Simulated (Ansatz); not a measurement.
# InSb: stress in a strained cell

InSb is deformed so: equal xx and yy strain of -3 %. What stress and forces result, by LAPW, PAW and all-electron datasets made for the crystal?

Computed with Ansatz 0.2.0 (DFT PBE, scalar-relativistic, unless a step's input says otherwise).

## Step 1: Starting point

Symmetry: Pmmn, No. 59, orthorhombic system. The conventional cell has a = 5.357 Å, b = 5.712 Å, c = 3.063 Å, α = 90.00°, β = 90.00°, γ = 90.00°. Around In (site symmetry mm2) lie 4 Sb at 2.73 to 2.90 Å and 2 In at 3.06 Å. Around Sb (site symmetry mm2) lie 4 In at 2.73 to 2.90 Å and 2 Sb at 3.06 Å.

Coordinates:

```
CELL_PARAMETERS angstrom
5.35700 0.00000 0.00000
0.00000 5.71200 0.00000
0.00000 0.00000 3.06300
ATOMIC_POSITIONS crystal
In 0.00000 0.00000 0.00000
In 0.50000 0.50000 0.00000
Sb 0.50000 0.00000 0.83500
Sb 0.00000 0.50000 0.16500
```

Atoms are numbered in the order of the input: In1, In2, Sb3, Sb4.

## Step 2: After the deformation

Space group Pmmn before, Pmmn after.

## Step 3: Full-potential LAPW

Input file input.yaml:

```yaml
crystal:
  lattice:
    - [5.19629, 0.0, 0.0]
    - [0.0, 5.54064, 0.0]
    - [0.0, 0.0, 3.063]
  atoms:
    - { symbol: In, position: [0.0, 0.0, 0.0] }
    - { symbol: In, position: [0.5, 0.5, 0.0] }
    - { symbol: Sb, position: [0.5, 0.0, 0.835] }
    - { symbol: Sb, position: [0.0, 0.5, 0.165] }
kpoints:
  mp_grid: { grid: [6, 6, 11] }
  band_path:
    path:
      - [0.0, 0.0, 0.0]
      - [0.5, 0.0, 0.0]
      - [0.5, 0.5, 0.0]
      - [0.0, 0.5, 0.0]
      - [0.0, 0.0, 0.0]
      - [0.0, 0.0, 0.5]
      - [0.5, 0.0, 0.5]
      - [0.5, 0.5, 0.5]
      - [0.0, 0.5, 0.5]
    npoints: 5
scf:
  occupations: { method: fermi_dirac, width: 0.08 }
hamiltonian:
  xc: pbe
  pseudopotentials: { kind: all_electron, lapw: { basis_error: 0.001 } }
output:
  forces: true
  stress: true
  eigenvalues: true
```

On the command line:

```sh
$ ansatz run input.yaml --threads 1 --pin off --max-ram 4096MiB --backend cpu --events-out ev --progress --plain --runs-dir out
```

What it wrote, cut to the lines that bear on the results:

```text
LAPW: plane waves up to 8.782 Å⁻¹, error target 1.0e-3 eV per atom; small_component_spin mean_spin; In in spheres of 1.327 Å, 21 of its electrons in bands, Dirac shells []; Sb in spheres of 1.320 Å, 23 of its electrons in bands, Dirac shells []
[...]
Pseudopotentials: kind: all_electron
Pseudopotential: In, LAPW, valence charge 21, Koelling and Harmon's equation, gaussian nucleus
Pseudopotential: Sb, LAPW, valence charge 23, Koelling and Harmon's equation, gaussian nucleus
Functional definition: PBE
[...]
Crystal: 4 atoms, lattice volume = 88.186 Å³
Basis set: ecut = 293.86328634624977 eV, 1021 PW (Γ), exchange–correlation at level 2
Bands: 53, of which v1, the nominal top of the filled ones, is band 44 counted from 1 (43 counted from 0)
Symmetry: 8 space group operations
Space group: Pmmn (ITA 59), of the structure as read, at distance tolerance 4.5e-5 Å
k-points: 96 of 396
[...]
SCF iter   1: F=—  HF=-672826.253792 eV  |F-HF|=—  |Δ(HF+E_count)|=         —  Δρ=1.70e-2  dr2=2.91e-1  ethr=3.28e-4  ⟨swp⟩=3.0  Hψ=33104  notcnv=0
[...]
SCF iter   9: F=-672826.105098 eV  HF=-672826.105098 eV  |F-HF|=2.93e-8  |Δ(HF+E_count)|=   1.95e-7  Δρ=9.82e-6  dr2=7.83e-8  ethr=3.81e-10  ⟨swp⟩=2.0  Hψ=14202  notcnv=0
[...]
NSCF: frozen V_eff on 41 k-points
SCF converged after 9 iterations
Free energy (F): -672826.105098 eV
[...]
E sigma→0 (E₀):  -672826.087102 eV
Entropy (-TS):   -0.035992 eV (-8.998 meV/atom)
Fermi energy:    17.750179 eV
[...]
--- Forces (eV/Å), atoms counted from 1 ---
  atom   1  In    -0.00000000    -0.00000000     0.38142886
  atom   2  In     0.00000000     0.00000000    -0.38142886
  atom   3  Sb     0.00000000     0.00000000    -1.13442470
  atom   4  Sb    -0.00000000    -0.00000000     1.13442470
[...]
--- Stress (GPa, compression-positive) ---
       44.246210       0.000000      -0.000000
        0.000000      23.482222      -0.000000
       -0.000000      -0.000000      13.473121
  P = ⅓ Tr σ = 27.0672 GPa (270.672 kbar)
--- Band table (eV; the first three rows and the last of 96) ---
[...]
```

It took 2.8 min on 1 thread of Arm Neoverse V1, shared host; peak memory 1.1 GiB.

Read from it: pressure 27.07 GPa; no gap; largest force 1.134 eV/Å.

## Step 4: PAW on the default files

Input file input.yaml:

```yaml
crystal:
  lattice:
    - [5.19629, 0.0, 0.0]
    - [0.0, 5.54064, 0.0]
    - [0.0, 0.0, 3.063]
  atoms:
    - { symbol: In, position: [0.0, 0.0, 0.0] }
    - { symbol: In, position: [0.5, 0.5, 0.0] }
    - { symbol: Sb, position: [0.5, 0.0, 0.835] }
    - { symbol: Sb, position: [0.0, 0.5, 0.165] }
kpoints:
  mp_grid: { grid: [6, 6, 11] }
scf:
  occupations: { method: fermi_dirac, width: 0.08 }
hamiltonian:
  xc: pbe
  pseudopotentials: { kind: paw }
output:
  forces: true
  stress: true
  eigenvalues: true
  efg: { contact_densities: true }
```

On the command line:

```sh
$ ansatz run input.yaml --threads 1 --pin off --max-ram 4096MiB --backend cpu --events-out ev --progress --plain --runs-dir out
```

What it wrote, cut to the lines that bear on the results:

```text
In, Sb: output.efg is read without spin–orbit coupling, which moves field gradients at and beside such atoms by some per cent and up to a factor of two; PAW files take it under magnetization.noncollinear and magnetization.spin_orbit
[...]
Pseudopotentials: kind: paw
Pseudopotential: In, paw, valence charge 13, recommended cutoff 420 eV (normal)
Pseudopotential: Sb, paw, valence charge 15, recommended cutoff 420 eV (normal)
[... 1 set-up line as earlier in the session ...]
[...]
Crystal: 4 atoms, lattice volume = 88.186 Å³
Basis set: ecut = 420 eV, 1721 PW (Γ), exchange–correlation on 72×80×48 points (8 copies of the dense FFT grid, shifted against one another)
Bands: 34, of which v1, the nominal top of the filled ones, is band 28 counted from 1 (27 counted from 0)
[... 2 set-up lines as earlier in the session ...]
k-points: 96 of 396
[...]
--- Stress (GPa, compression-positive) ---
       44.265767       0.000000      -0.000000
        0.000000      23.469809      -0.000000
       -0.000000      -0.000000      13.459211
  P = ⅓ Tr σ = 27.0649 GPa (270.649 kbar)
--- PAW observables at the nuclei: V_zz in 10²¹ V/m², potentials from the cell's mean, atoms counted from 1 ---
  atom   1  In V_zz =    -8.638429   η = 0.8672   by run symmetry: allowed
            electrostatic potential = -7944.329303 V   contact ρ = 1133050.167182 e/Å³
  atom   2  In V_zz =    -8.638429   η = 0.8672   by run symmetry: allowed
            electrostatic potential = -7944.329303 V   contact ρ = 1133050.167182 e/Å³
  atom   3  Sb V_zz =   +15.121554   η = 0.0729   by run symmetry: allowed
            electrostatic potential = -8415.093106 V   contact ρ = 1350093.508765 e/Å³
  atom   4  Sb V_zz =   +15.121554   η = 0.0729   by run symmetry: allowed
            electrostatic potential = -8415.093106 V   contact ρ = 1350093.508765 e/Å³
--- Band table (eV; the first three rows and the last of 96) ---
[...]
```

Run time: 20 s. Hardware: 1 thread of Arm Neoverse V1, shared host; peak memory 0.54 GiB.

Read from it: pressure 27.06 GPa; no gap; largest force 1.134 eV/Å; Vzz In1 -8.64 (η = 0.87), Sb3 15.12 (η = 0.07) (10²¹ V/m²).

## Step 5: All-electron PAW on datasets made for the crystal

input.yaml: that of step 4 with these lines changed.

```diff
@@ -16,3 +16,3 @@
   xc: pbe
-  pseudopotentials: { kind: paw }
+  pseudopotentials: { kind: all_electron, datasets: crystal }
 output:
```

On the command line:

```sh
$ ansatz run input.yaml --threads 1 --pin off --max-ram 4096MiB --backend cpu --events-out ev --progress --plain --runs-dir out
```

What it wrote, cut to the lines that bear on the results:

```text
[...]
In, Sb: output.efg is read without spin–orbit coupling, which moves field gradients at and beside such atoms by some per cent and up to a factor of two; PAW files take it under magnetization.noncollinear and magnetization.spin_orbit
[...]
[... 1 set-up line as earlier in the session ...]
Pseudopotential: In, paw, valence charge 21, recommended cutoff 280 eV (normal), Koelling and Harmon's equation, gaussian nucleus
Pseudopotential: Sb, paw, valence charge 15, recommended cutoff 280 eV (normal), Koelling and Harmon's equation, gaussian nucleus
[... 1 set-up line as earlier in the session ...]
[...]
Crystal: 4 atoms, lattice volume = 88.186 Å³
Basis set: ecut = 280 eV, 941 PW (Γ), exchange–correlation on 60×64×36 points (8 copies of the dense FFT grid, shifted against one another)
Bands: 34, of which v1, the nominal top of the filled ones, is band 28 counted from 1 (27 counted from 0)
[...]
       44.249040       0.000000      -0.000000
        0.000000      23.480802      -0.000000
       -0.000000      -0.000000      13.470207
  P = ⅓ Tr σ = 27.0667 GPa (270.667 kbar)
  It holds what live shells' own plane waves past their cutoff add
--- PAW observables at the nuclei: V_zz in 10²¹ V/m², potentials from the cell's mean, atoms counted from 1 ---
  atom   1  In V_zz =    -8.519623   η = 0.8818   by run symmetry: allowed
            electrostatic potential = -7944.196446 V   contact ρ = 1132991.234346 e/Å³
  atom   2  In V_zz =    -8.519623   η = 0.8818   by run symmetry: allowed
            electrostatic potential = -7944.196446 V   contact ρ = 1132991.234346 e/Å³
  atom   3  Sb V_zz =   +15.229994   η = 0.0783   by run symmetry: allowed
            electrostatic potential = -8414.976712 V   contact ρ = 1349978.554790 e/Å³
  atom   4  Sb V_zz =   +15.229994   η = 0.0783   by run symmetry: allowed
            electrostatic potential = -8414.976712 V   contact ρ = 1349978.554790 e/Å³
--- Band table (eV; the first three rows and the last of 96) ---
[...]
```

Run time: 55 s. Hardware: 1 thread of Arm Neoverse V1, shared host; peak memory 1.1 GiB.

This run gives: pressure 27.07 GPa; no gap; largest force 1.135 eV/Å; Vzz In1 -8.52 (η = 0.88), Sb3 15.23 (η = 0.08) (10²¹ V/m²).

## Step 6: Stress and forces compared

Stress (GPa, compression positive):

```csv
method,xx,yy,zz,yz,xz,xy
LAPW,44.25,23.48,13.47,0.00,0.00,0.00
PAW,44.27,23.47,13.46,0.00,0.00,0.00
crystal datasets,44.25,23.48,13.47,0.00,0.00,0.00
```

Forces (eV/Å):

```csv
atom,LAPW x,LAPW y,LAPW z,PAW x,PAW y,PAW z,crystal datasets x,crystal datasets y,crystal datasets z
In1,0.000,0.000,0.381,0.000,0.000,0.382,0.000,0.000,0.382
In2,0.000,0.000,-0.381,0.000,0.000,-0.382,0.000,0.000,-0.382
Sb3,0.000,0.000,-1.134,0.000,0.000,-1.134,0.000,0.000,-1.135
Sb4,0.000,0.000,1.134,0.000,0.000,1.134,0.000,0.000,1.135
```

```
          method  pressure (GPa)  largest force (eV/Å)  Vzz In1 (10²¹ V/m²)  Vzz Sb3 (10²¹ V/m²)  SCF cycles, all passes
            LAPW           27.07                 1.134                    –                    –                       9
             PAW           27.06                 1.134                -8.64                15.12                       6
crystal datasets           27.07                 1.135                -8.52                15.23                       9
```

## Step 7: Summary of results

```
                                 quantity                                              value
                                 pressure  LAPW 27.07, PAW 27.06, crystal datasets 27.07 GPa
largest shear or deviatoric stress (LAPW)                                          17.18 GPa
```

In words: The largest part of the stress beyond the pressure is 17.18 GPa in size, in the xx component; the atoms are carried along and not relaxed. No run of the undeformed cell stands beside it, so the pressure holds what the given cell had before the change. PAW: stress within 0.02 GPa of LAPW, forces within 1 meV/Å. Crystal datasets: stress within 0.01 GPa of LAPW, forces within 1 meV/Å. Spin-orbit coupling is left out, though the cell holds Sb; in elements this heavy it can shift bands and gaps by tenths of an eV.
